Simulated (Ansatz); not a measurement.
# As in Ansatz: the effect of functional

The system is As.

```
CELL_PARAMETERS angstrom
1.88080 1.08588 3.51406
-1.88080 1.08588 3.51406
0.00000 -2.17176 3.51406
ATOMIC_POSITIONS crystal
As 0.22600 0.22600 0.22600
As 0.77400 0.77400 0.77400
```

Alike in all runs:

```yaml
Program: Ansatz 0.2.0
Task: single point
Potentials_or_basis: all-electron PAW datasets made for the crystal
k_mesh: 6 × 6 × 6
Occupations: fermi-dirac, width 0.05 eV
Spin: no spin polarisation
```

```tsv
functional	cutoff	pressure (GPa)
PBEsol	240 eV (chosen from the basis error)	?
HSE06	360 eV (chosen from the basis error)	0.8
PBE0	360 eV (chosen from the basis error)	0.8
```

Q: What does the run with functional PBEsol give?

A: Pressure 0.2 GPa.

Caveats: the k mesh is thin for a metal, which can move the energy by tens of meV per atom.

The runs don't all hold the same shells in valence.
